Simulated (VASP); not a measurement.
# ZrSe2 in VASP: a series of runs

One slab, ZrSe2, is run at these levels: LDA, PBE+D3(BJ); tasks: relaxation of cell and atoms.

Program: VASP 6.6.1. These are calculated values, not measurements. Logs are shortened: lines on timing, memory, paths and dates and some standing lists are left out, and cuts for length are marked.

### 1 The slab as given

The cell holds a slab with vacuum, 3 atoms: a = 3.798 Å, b = 3.798 Å, c = 21.096 Å, α = 90.00°, β = 90.00°, γ = 120.00°.

### 2 Relaxation of cell and atoms, LDA

INCAR

```
SYSTEM = ZrSe2
PREC = Accurate
ENCUT = 600
EDIFF = 1E-6
ISMEAR = 0
SIGMA = 0.03
LREAL = .FALSE.
LASPH = .TRUE.
NELM = 80
ALGO = Normal
ISIF = 3
LWAVE = .FALSE.
LCHARG = .FALSE.
IBRION = 2
NSW = 90
EDIFFG = -0.01
LATTICE_CONSTRAINTS = .TRUE. .TRUE. .FALSE.
```

KPOINTS

```
regular mesh
0
G
  9 9 1
  0 0 0
```

POSCAR

```
ZrSe2
1.0
    3.7980000000      0.0000000000      0.0000000000
   -1.8990000000      3.2891644800      0.0000000000
    0.0000000000      0.0000000000     21.0960000000
Se Zr
2 1
Direct
    0.6666666700      0.3333333300      0.4266211600
    0.3333333300      0.6666666700      0.5733788400
    0.0000000000      0.0000000000      0.5000000000
```

Potentials or basis: VASP PAW LDA potentials, release 64 (Se, Zr_sv).

On the command line:

```
$ cat potpaw_LDA.64/Se/POTCAR potpaw_LDA.64/Zr_sv/POTCAR > POTCAR
$ mpirun -np 1 vasp_std > vasp.out
```

OUTCAR:

```text
SYSTEM = ZrSe2
   PREC = Accurate
   ENCUT = 600
   EDIFF = 1E-6
   ISMEAR = 0
   LREAL = .FALSE.
   LASPH = .TRUE.
   NELM = 80
   ISIF = 3
   IBRION = 2
   NSW = 90
   EDIFFG = -0.01

 ion  position               nearest neighbor table
   1  0.667  0.333  0.427-   3 2.68   3 2.68   3 2.68
   2  0.333  0.667  0.573-   3 2.68   3 2.68   3 2.68
   3  0.000  0.000  0.500-   1 2.68   2 2.68   2 2.68   1 2.68   1 2.68   2 2.68

  LATTYP: Found a hexagonal cell.
 ALAT       =     3.7980000000
 C/A-ratio  =     5.5545023697

  Lattice vectors:

 A1 = (   3.7980000000,   0.0000000000,   0.0000000000)
 A2 = (  -1.8990000000,   3.2891644800,   0.0000000000)
 A3 = (   0.0000000000,   0.0000000000,  21.0960000000)

Analysis of symmetry for initial positions (statically):
=====================================================================
 Subroutine PRICEL returns:
 Original cell was already a primitive cell.

 Routine SETGRP: Setting up the symmetry group for a
 hexagonal supercell.

 Subroutine GETGRP returns: Found 12 space group operations
 (whereof 12 operations were pure point group operations)
 out of a pool of 24 trial point group operations.

The static configuration has the point symmetry D_3d.

Analysis of symmetry for dynamics (positions and initial velocities):
=====================================================================
 Subroutine PRICEL returns:
 Original cell was already a primitive cell.

 Routine SETGRP: Setting up the symmetry group for a
 hexagonal supercell.

 Subroutine GETGRP returns: Found 12 space group operations
 (whereof 12 operations were pure point group operations)
 out of a pool of 24 trial point group operations.

The dynamic configuration has the point symmetry D_3d.

 Subroutine INISYM returns: Found 12 space group operations
 (whereof 12 operations are pure point group operations),
 and found     1 'primitive' translations

----------------------------------------------------------------------------------------

                                     Primitive cell

  volume of cell :     263.5364

  direct lattice vectors                    reciprocal lattice vectors
     3.798000000  0.000000000  0.000000000     0.263296472  0.152014289  0.000000000
    -1.899000000  3.289164480  0.000000000     0.000000000  0.304028578  0.000000000
     0.000000000  0.000000000 21.096000000     0.000000000  0.000000000  0.047402351

  length of vectors
     3.798000000  3.797999997 21.096000000     0.304028578  0.304028578  0.047402351

  position of ions in fractional coordinates (direct lattice)
     0.666666670  0.333333330  0.426621160
     0.333333330  0.666666670  0.573378840
     0.000000000  0.000000000  0.500000000

  ion indices of the primitive-cell ions
   primitive index   ion index
                 1           1
                 2           2
                 3           3

----------------------------------------------------------------------------------------

 KPOINTS: regular mesh

Automatic generation of k-mesh.
 Grid dimensions read from file:
 generate k-points for:    9    9    1

 Generating k-lattice:

  Cartesian coordinates                     Fractional coordinates (reciprocal lattice)
     0.029255164  0.016890477  0.000000000     0.111111111 -0.000000000  0.000000000
     0.000000000  0.033780953  0.000000000     0.000000000  0.111111111  0.000000000
     0.000000000  0.000000000  0.047402351     0.000000000  0.000000000  1.000000000

  Length of vectors
     0.033780953  0.033780953  0.047402351

  Shift w.r.t. Gamma in fractional coordinates (k-lattice)
     0.000000000  0.000000000  0.000000000

 Subroutine IBZKPT returns following result:
 ===========================================

 Found     12 irreducible k-points:

 Following reciprocal coordinates:
            Coordinates               Weight
  0.000000  0.000000  0.000000      1.000000
  0.111111  0.000000  0.000000      6.000000
  0.222222  0.000000  0.000000      6.000000
  0.333333  0.000000  0.000000      6.000000
  0.444444  0.000000  0.000000      6.000000
  0.111111  0.111111  0.000000      6.000000
  0.222222  0.111111  0.000000     12.000000
  0.333333  0.111111  0.000000     12.000000
  0.444444  0.111111  0.000000      6.000000
  0.222222  0.222222  0.000000      6.000000
  0.333333  0.222222  0.000000     12.000000
  0.333333  0.333333  0.000000      2.000000
   k-points           NKPTS =     12   k-points in BZ     NKDIM =     12   number of bands    NBANDS=     16
   number of dos      NEDOS =    301   number of ions     NIONS =      3
   total plane-waves  NPLWV = 162000
   dimension x,y,z NGX =    30 NGY =   30 NGZ =  180
   dimension x,y,z NGXF=    60 NGYF=   60 NGZF=  360
   ions per type =               2   1
   NGX,Y,Z   is equivalent  to a cutoff of  13.13, 13.13, 14.18 a.u.
   NGXF,Y,Z  is equivalent  to a cutoff of  26.26, 26.26, 28.37 a.u.
 SYSTEM =  ZrSe2
   PREC   = accura    normal or accurate (medium, high low for compatibility)
   ISTART =      0    job   : 0-new  1-cont  2-samecut
   ICHARG =      2    charge: 1-file 2-atom 10-const
   ISPIN  =      1    spin polarized calculation?
   LNONCOLLINEAR =      F non collinear calculations
   LSORBIT =      F    spin-orbit coupling
   LASPH  =      T    aspherical Exc in radial PAW
   ENCUT  =  600.0 eV  44.10 Ry    6.64 a.u.   7.59  7.59 42.13*2*pi/ulx,y,z
   NELM   =     80;   NELMIN=  2; NELMDL= -5     # of ELM steps
   EDIFF  = 0.1E-05   stopping-criterion for ELM
   LREAL  =      F    real-space projection
   EDIFFG = -.1E-01   stopping-criterion for IOM
   NSW    =     90    number of steps for IOM
   IBRION =      2    ionic relax: 0-MD 1-quasi-New 2-CG
   NFREE  =      1    steps in history (QN), initial steepest desc. (CG)
   ISIF   =      3    stress and relaxation
   ISYM   =      2    0-nonsym 1-usesym 2-fastsym
   POTIM  = 0.5000    time-step for ionic-motion
   TEBEG  =    0.0;   TEEND  =   0.0 temperature during run
   PSTRESS=    0.0 pullay stress
   NELECT =      24.0000    total number of electrons
   NUPDOWN=      -1.0000    fix difference up-down
   EMIN   =  10.00;   EMAX   =-10.00  energy-range for DOS
   EFERMI =   0.00;   METHOD = LEGACY
   ISMEAR =     0;   SIGMA  =   0.03  broadening in eV -4-tet -1-fermi 0-gaus
   EFERMI_NEDOS =   21; number of points for ismear=-14 and -15
   IALGO  =     38    algorithm
   IMIX   =      4    mixing-type and parameters
     AMIX     =   0.40;   BMIX     =  1.00
     AMIX_MAG =   1.60;   BMIX_MAG =  1.00
  volume/ion in A,a.u.               =      87.85       592.81
  Fermi-wavevector in a.u.,A,eV,Ry     =   0.736543  1.391865  7.381109  0.542496
  Thomas-Fermi vector in A             =   1.830008
   LORBIT       =      0    0 simple, 1 ext, 2 COOP (PROOUT), +10 PAW based schemes
   GGA     = CA    functional components
   LHFCALC =     F    Hartree Fock is set to
   AEXX    =    0.0000 exact exchange contribution
   IVDW    =     0    specifies the selected vdW correction
   LEPSILON=     F    determine dielectric tensor
   LRPA    =     F    only Hartree local field effects (RPA)
 conjugate gradient relaxation of ions
 non-spin polarized calculation
 Gauss-broadening in eV      SIGMA  =   0.03
  energy-cutoff  :      600.00
  volume of cell :      263.54
 maximum number of plane-waves:      8857
   NGX = 15   NGY = 15   NGZ = 85

--------------------------------------- Ionic step        1  -------------------------------------------

 number of electron      24.0000002 magnetization

 Free energy of the ion-electron system (eV)
  ---------------------------------------------------
  ext. energy  EPLUGINS =         0.00000000
  ---------------------------------------------------
  free energy    TOTEN  =       -21.43882035 eV

  energy without entropy =      -21.43882035  energy(sigma->0) =      -21.43882035

------------------------ aborting loop because EDIFF is reached ----------------------------------------

  FORCE on cell =-STRESS in cart. coord.  units (eV):
  Direction    XX          YY          ZZ          XY          YZ          ZX
  --------------------------------------------------------------------------------------
  -------------------------------------------------------------------------------------
  Total       -1.7025196     -1.7025196     -0.5768538     -0.0000000     -0.0000000      0.0000000
  in kB      -10.3505171    -10.3505170     -3.5069993     -0.0000000     -0.0000000      0.0000000
  external PRESSURE =      -8.0693445 kB  Pullay stress =       0.0000000 kB

 VOLUME and BASIS-vectors are now :
 -----------------------------------------------------------------------------
  energy-cutoff  :      600.00
  volume of cell :      263.54
      direct lattice vectors                 reciprocal lattice vectors
     3.798000000  0.000000000  0.000000000     0.263296472  0.152014289  0.000000000
    -1.899000000  3.289164480  0.000000000     0.000000000  0.304028578  0.000000000
     0.000000000  0.000000000 21.096000000     0.000000000  0.000000000  0.047402351

 POSITION                                       TOTAL-FORCE (eV/Angst)
 -----------------------------------------------------------------------------------
      1.89900      1.09639      9.00000        -0.000000      0.000000      0.183741
     -0.00000      2.19278     12.09600         0.000000     -0.000000     -0.183741
      0.00000      0.00000     10.54800         0.000000      0.000000      0.000000
 -----------------------------------------------------------------------------------
    total drift:                               -0.000000      0.000000     -0.000000

  FREE ENERGIE OF THE ION-ELECTRON SYSTEM (eV)
  ---------------------------------------------------
  free  energy   TOTEN  =       -21.4388203508 eV
[... 91 lines left out ...]
 VOLUME and BASIS-vectors are now :
 -----------------------------------------------------------------------------
  energy-cutoff  :      600.00
  volume of cell :      254.04
      direct lattice vectors                 reciprocal lattice vectors
     3.728917743  0.000000000  0.000000000     0.268174325  0.154830519  0.000000000
    -1.864458872  3.229337491  0.000000000     0.000000000  0.309661038  0.000000000
     0.000000000  0.000000000 21.096000000     0.000000000  0.000000000  0.047402351

 POSITION                                       TOTAL-FORCE (eV/Angst)
 -----------------------------------------------------------------------------------
      1.86446      1.07645      8.99780         0.000000     -0.000000     -0.126955
     -0.00000      2.15289     12.09820        -0.000000      0.000000      0.126955
      3.72892      0.00000     10.54800         0.000000      0.000000     -0.000000
 -----------------------------------------------------------------------------------
    total drift:                                0.000000      0.000000     -0.000000

  FREE ENERGIE OF THE ION-ELECTRON SYSTEM (eV)
  ---------------------------------------------------
  free  energy   TOTEN  =       -21.4711375062 eV

  energy  without entropy=      -21.4711375062  energy(sigma->0) =      -21.47113751

--------------------------------------- Ionic step        5  -------------------------------------------

 number of electron      24.0000001 magnetization

 Free energy of the ion-electron system (eV)
  ---------------------------------------------------
  ext. energy  EPLUGINS =         0.00000000
  ---------------------------------------------------
  free energy    TOTEN  =       -21.47381160 eV

  energy without entropy =      -21.47381160  energy(sigma->0) =      -21.47381160

 E-fermi :  -2.5082     XC(G=0):  -3.4112

 val. band max:       -2.6417626602   @ k =   0.0000   0.0000   0.0000
 cond. band min:      -2.3539803763   @ k =   0.4444   0.0000   0.0000
 fundamental gap:      0.2877822838
 Fermi energy:        -2.5082280291

 k-point     1 :       0.0000    0.0000    0.0000
  band No.  band energies     occupation
      1     -51.7183      2.00000
      2     -29.9565      2.00000
      3     -29.8175      2.00000
      4     -29.8175      2.00000
      5     -15.8855      2.00000
      6     -14.9153      2.00000
[... 8 lines left out ...]
     15      -1.0743      0.00000
     16       1.8531      0.00000

 k-point     2 :       0.1111    0.0000    0.0000
  band No.  band energies     occupation
      1     -51.7163      2.00000
      2     -29.9496      2.00000
      3     -29.8461      2.00000
      4     -29.8236      2.00000
      5     -15.7652      2.00000
      6     -14.9115      2.00000
[... 8 lines left out ...]
     15      -0.7822      0.00000
     16       1.2649      0.00000
[... 201 lines left out ...]
 VOLUME and BASIS-vectors are now :
 -----------------------------------------------------------------------------
  energy-cutoff  :      600.00
  volume of cell :      251.81
      direct lattice vectors                 reciprocal lattice vectors
     3.712560287  0.000000000  0.000000000     0.269355895  0.155512699  0.000000000
    -1.856280144  3.215171519  0.000000000     0.000000000  0.311025398  0.000000000
     0.000000000  0.000000000 21.096000000     0.000000000  0.000000000  0.047402351

 POSITION                                       TOTAL-FORCE (eV/Angst)
 -----------------------------------------------------------------------------------
      1.85628      1.07172      8.97778        -0.000000      0.000000      0.004406
     -0.00000      2.14345     12.11822         0.000000      0.000000     -0.004406
      0.00000      0.00000     10.54800         0.000000      0.000000     -0.000000
 -----------------------------------------------------------------------------------
    total drift:                               -0.000000     -0.000000     -0.000000

  FREE ENERGIE OF THE ION-ELECTRON SYSTEM (eV)
  ---------------------------------------------------
  free  energy   TOTEN  =       -21.4738116044 eV

  energy  without entropy=      -21.4738116044  energy(sigma->0) =      -21.47381160

 reached required accuracy - stopping structural energy minimisation
```

It took 4.8 min on 1 thread of Intel Xeon Platinum 8259CL at 2.50GHz (Skylake/Cascade Lake), shared host; peak memory 0.36 GiB.

What came out:

```
Free energy                            : -21.4738 eV
Relaxed volume                         : 83.94 Å³/atom
Relaxed cell                           : a = 3.713 Å, b = 3.713 Å, c = 21.096 Å, α = 90.00°, β = 90.00°, γ = 120.00°
Space group after relaxing (to 0.05 Å) : P-3m1 (No. 164)
Energy gained by relaxing              : 11.7 meV/atom
Ionic steps                            : 5
Largest force after relaxing           : 0.004 eV/Å
Band gap on the k mesh                 : 0.29 eV, indirect (least direct gap 1.00 eV)
```

Forces on the atoms (eV/Å):
```
Se   0.000  0.000  0.004
Se   0.000  0.000 -0.004
Zr   0.000  0.000  0.000
```

Step by step:
| step | energy change (eV) | largest force (eV/Å) | pressure (GPa) | volume (Å³) |
| --- | --- | --- | --- | --- |
| 1 | 0.0000 | 0.1837 | -0.81 | 263.54 |
| 2 | -0.0164 | 0.4353 | 0.76 | 249.30 |
| 3 | -0.0299 | 0.1759 | 0.09 | 254.88 |
| 4 | -0.0323 | 0.1270 | 0.06 | 254.04 |
| 5 | -0.0350 | 0.0044 | 0.00 | 251.81 |

Final structure:
```
Se Zr
1.0
     3.71256    0.00000    0.00000
    -1.85628    3.21517    0.00000
     0.00000    0.00000   21.09600
Se Zr
2 1
Cartesian
  1.8563 1.0717 8.9778
  0.0000 2.1434 12.1182
  0.0000 0.0000 10.5480
```

As with any semilocal functional, this LDA gap is likely too small. LDA usually gives volumes a few per cent too small.

### 3 Relaxation of cell and atoms, LDA

This run uses another cell than the first one, of 83.94 Å³/atom, 0.956 times its volume.

INCAR: that of step 2 with these lines changed.

```diff
@@ -3,3 +3,3 @@
 ENCUT = 600
-EDIFF = 1E-6
+EDIFF = 1E-7
 ISMEAR = 0
@@ -15,3 +15,3 @@
 NSW = 90
-EDIFFG = -0.01
+EDIFFG = -0.005
 LATTICE_CONSTRAINTS = .TRUE. .TRUE. .FALSE.
```

KPOINTS is that of step 2.

POSCAR

```
ZrSe2                                   
1.0
    3.7125602873      0.0000000000      0.0000000000
   -1.8562801437      3.2151715186      0.0000000000
    0.0000000000      0.0000000000     21.0960000000
  Se              Zr            
     2     1
Direct
     0.6666666699999979    0.3333333300000021    0.4255676880034293
     0.3333333300000021    0.6666666699999979    0.5744323119965707
     0.0000000000000000    0.0000000000000000    0.5000000000000000
```

Potentials or basis: VASP PAW LDA potentials, release 64 (Se, Zr_sv).

On the command line:

```
$ cat potpaw_LDA.64/Se/POTCAR potpaw_LDA.64/Zr_sv/POTCAR > POTCAR
$ mpirun -np 1 vasp_std > vasp.out
```

It took 1.8 min on 1 thread of Intel Xeon Platinum 8259CL at 2.50GHz (Skylake/Cascade Lake), shared host; peak memory 0.34 GiB.

Results (log left out):

* Free energy: -21.4734 eV
* Largest force after relaxing: 0.004 eV/Å
* Band gap on the k mesh: 0.29 eV, indirect (least direct gap 1.00 eV)

Forces on the atoms (eV/Å):
```
Se   0.000  0.000  0.004
Se   0.000  0.000 -0.004
Zr   0.000  0.000  0.000
```

Final structure:
```yaml
crystal:
  lattice:
    - [3.71256, 0.00000, 0.00000]
    - [-1.85628, 3.21517, 0.00000]
    - [0.00000, 0.00000, 21.09600]
  atoms:
    - { symbol: Se, position: [0.66667, 0.33333, 0.42557] }
    - { symbol: Se, position: [0.33333, 0.66667, 0.57443] }
    - { symbol: Zr, position: [0.00000, 0.00000, 0.50000] }
```

Levels at points of the mesh, in eV from the valence-band top:
| k point | band 10 | band 11 | band 12 | band 13 | band 14 | band 15 |
| --- | --- | --- | --- | --- | --- | --- |
| (0.00, 0.00, 0.00) | -1.35 | 0.00 | 0.00 | 1.00 | 1.00 | 1.57 |

Caveat: the relaxation stopped at its first step, so nothing moved.

[end of part 1 of 2]
